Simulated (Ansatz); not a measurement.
The geometry is COD entry 1534547, unchecked; take it as a test cell.

P: DFT, PBE, all-electron LAPW, scalar-relativistic (Ansatz 0.2.0).

```yaml
crystal:
  lattice:
    - [4.2729048574, 0.0, 0.0]
    - [0.0, 4.2729048574, 0.0]
    - [0.0, 0.0, 4.378]
  atoms:
    - { symbol: P, position: [0.0, 0.0, 0.0] }
kpoints:
  mp_grid: { grid: [8, 8, 8] }
  band_path:
    path:
      - [0.0, 0.0, 0.0]
      - [0.0, 0.5, 0.0]
      - [0.5, 0.5, 0.0]
      - [0.0, 0.0, 0.0]
      - [0.0, 0.0, 0.5]
      - [0.0, 0.5, 0.5]
      - [0.5, 0.5, 0.5]
      - [0.0, 0.0, 0.5]
      - [0.0, 0.5, 0.0]
    npoints: 8
scf:
  occupations: { method: fermi_dirac, width: 0.03 }
hamiltonian:
  xc: pbe
  pseudopotentials: { kind: all_electron, lapw: { basis_error: 0.00025 } }
output:
  forces: true
  stress: true
  eigenvalues: true
  fatbands: true
  populations: true
  dos: { projected: true, de: 0.2, e_range: [-14, 8] }
```

Output:

```
P: projections on atomic orbitals take those of the free atom 1s2 2s2 2p6 3s2 3p3, of charge +0.00 (hamiltonian.pseudopotentials.projection_atoms)
LAPW: plane waves up to 4.604 Å⁻¹, error target 2.5e-4 eV per atom; small_component_spin mean_spin; P in spheres of 2.136 Å, 11 of its electrons in bands, Dirac shells []
Engine: ansatz 0.2.0
Pseudopotentials: kind: all_electron
Pseudopotential: P, LAPW, valence charge 11, Koelling and Harmon's equation, gaussian nucleus
Functional definition: PBE
  parameter kappa = 0.804
  parameter beta = 0.06672455060314922
  exchange = pbe_x(kappa = kappa, mu = beta*pi^2/3)
  correlation = pbe_c(beta = beta)
Crystal: 1 atoms, lattice volume = 79.932 Å³
Basis set: ecut = 80.76922576179096 eV, 131 PW (Γ), exchange–correlation at level 2
Bands: 10, of which v1, the nominal top of the filled ones, is band 6 counted from 1 (5 counted from 0)
Symmetry: 16 space group operations
Space group: P4/mmm (ITA 123), of the structure as read, at distance tolerance 4.3e-5 Å
k-points: 75 of 512
Non-local potential: P, projectors of the file, none
Initial density: superposition of atomic densities (chi_scale 0.1, normalization cell)
Initial wavefunctions: plane waves of lowest kinetic energy (no species holds an atomic orbital)
Functional: x = pbe(κ = 0.804, μ = 0.2195149727645171), c = pbe(β = 0.06672455060314922)
iter 1 solved again at ethr=3.70e-5 eV; its pass at ethr=1.00e-1 eV (dr2=4.07e-3 eV) is discarded
SCF iter   1: F=—  HF=-9304.757317 eV  |F-HF|=—  |Δ(HF+E_count)|=         —  Δρ=1.85e-3  dr2=4.10e-3  ethr=3.70e-5  ⟨swp⟩=3.9  Hψ=5724  notcnv=0
preconditioner: auto → LDOS  [metal: Δε(μ)=0.012 eV  Ē_g=8.696 eV  σ=0.030 eV  W_gap=0.10  n_scr=6 (ndim 8)  ℏωp=9.3 eV  f_vac=0.343  D(μ)=5.13/eV (n_scr^D=56)  β→1.0]
SCF iter   2: F=—  HF=-9304.728485 eV  |F-HF|=—  |Δ(HF+E_count)|=   2.88e-2  Δρ=1.91e-3  dr2=4.32e-3  ethr=3.70e-5  ⟨swp⟩=3.0  Hψ=2889  notcnv=0
iter 3 solved again at ethr=3.05e-6 eV; its pass at ethr=3.70e-5 eV (dr2=3.36e-4 eV) is discarded
SCF iter   3: F=—  HF=-9304.740983 eV  |F-HF|=—  |Δ(HF+E_count)|=   1.25e-2  Δρ=4.92e-4  dr2=3.35e-4  ethr=3.05e-6  ⟨swp⟩=2.0  Hψ=4372  notcnv=0
SCF iter   4: F=—  HF=-9304.741223 eV  |F-HF|=—  |Δ(HF+E_count)|=   2.40e-4  Δρ=1.01e-4  dr2=2.11e-5  ethr=3.05e-6  ⟨swp⟩=3.0  Hψ=2756  notcnv=0
SCF iter   5: F=—  HF=-9304.741190 eV  |F-HF|=—  |Δ(HF+E_count)|=   3.25e-5  Δρ=3.82e-5  dr2=2.56e-6  ethr=1.92e-7  ⟨swp⟩=2.2  Hψ=2407  notcnv=0
SCF iter   6: F=—  HF=-9304.741195 eV  |F-HF|=—  |Δ(HF+E_count)|=   4.51e-6  Δρ=1.81e-5  dr2=3.57e-7  ethr=2.33e-8  ⟨swp⟩=2.5  Hψ=2429  notcnv=0
SCF iter   7: F=-9304.741196 eV  HF=-9304.741196 eV  |F-HF|=4.54e-8  |Δ(HF+E_count)|=   1.53e-6  Δρ=3.26e-6  dr2=7.89e-9  ethr=3.24e-9  ⟨swp⟩=3.0  Hψ=2555  notcnv=0
SCF 1 converged in 7 iterations: F = -9304.741196 eV  dr2 = 7.89e-9
NSCF: frozen V_eff on 65 k-points
SCF converged after 7 iterations
Free energy (F): -9304.741196 eV
Harris-Foulkes:  -9304.741196 eV  (|F-HF|=4.54e-8)
Internal energy: -9304.726632 eV  (E = F + TS)
E sigma→0 (E₀):  -9304.733914 eV
Entropy (-TS):   -0.014564 eV (-14.564 meV/atom)
Fermi energy:    -2.559341 eV
--- Per-component energies (eV) ---
  E_band       = -762.633923
  E_kinetic    = 9333.201244
  E_xc         = -625.078616
  E_electrostatic = -18012.849260  (all electrons and nuclei)
  E_smearing   = -0.014564  (= −TS)
  E_closure    = 0.000000  (closes the sum)
  E_atoms      = -9303.624264  (free atoms, spherical and without spin; not in F)
  Σ components = -9304.741196   (vs F -9304.741196, Δ=0.00e0)
  Basis errors (estimates in eV, not in F): energy 6.1e-5 per atom: plane waves 5.3e-5 (2.9e-5 summed), levels above the bands 2.8e-129, relativity 1.6e-9, radial functions 7.6e-6, core shells 4.2e-8; eigenvalues (radial functions only) 4.1e-5; not estimated: angular momenta, meshes, grids; target (lapw.basis_error) 2.5e-4; muffin-tin radii P 2.136 Å
--- Forces (eV/Å), atoms counted from 1 ---
  atom   1  P     -0.00000000    -0.00000000     0.00000000
  max |Σ_I F_I| component: 9.86e-32 eV/Å
--- Stress (GPa, compression-positive) ---
       -3.723495       0.000000       0.000000
        0.000000      -3.723495       0.000000
        0.000000       0.000000      -3.360163
  P = ⅓ Tr σ = -3.6024 GPa (-36.024 kbar)
--- Band table (eV; the first three rows and the last of 75) ---
  k-point 0: bands = ["-121.9536", "-121.9536", "-121.9534", "-11.3166", "-2.1187", "-2.0125", "-2.0125", "2.1683", "4.9418", "5.0219"]
  k-point 1: bands = ["-121.9536", "-121.9536", "-121.9534", "-11.2971", "-2.3394", "-1.9956", "-1.9956", "2.4138", "5.0939", "5.1435"]
  k-point 2: bands = ["-121.9536", "-121.9536", "-121.9534", "-11.2489", "-2.7948", "-1.9539", "-1.9539", "2.9659", "5.2868", "5.4893"]
  k-point 74: bands = ["-121.9536", "-121.9536", "-121.9534", "-10.8738", "-2.8756", "-2.8756", "-2.7910", "4.3805", "4.4733", "4.4733"]
--- Löwdin populations: 1 site ---
  site symbol       q [e]
     0      P     14.9982
  spilling = 0.000117 (of n_electrons = 15.000000)
```

populations.tsv:

```
# site	symbol	l	j	q
# orbitals = lowdin
# n_electrons = 15.000000
# spilling = 0.000117
# projection_atom_P: 1s2 2s2 2p6 3s2 3p3
0	P	0_1S	-	2.000000
0	P	0_2S	-	1.999984
0	P	0_3S	-	1.997199
0	P	1_2P	-	5.999994
0	P	1_3P	-	3.001066
```
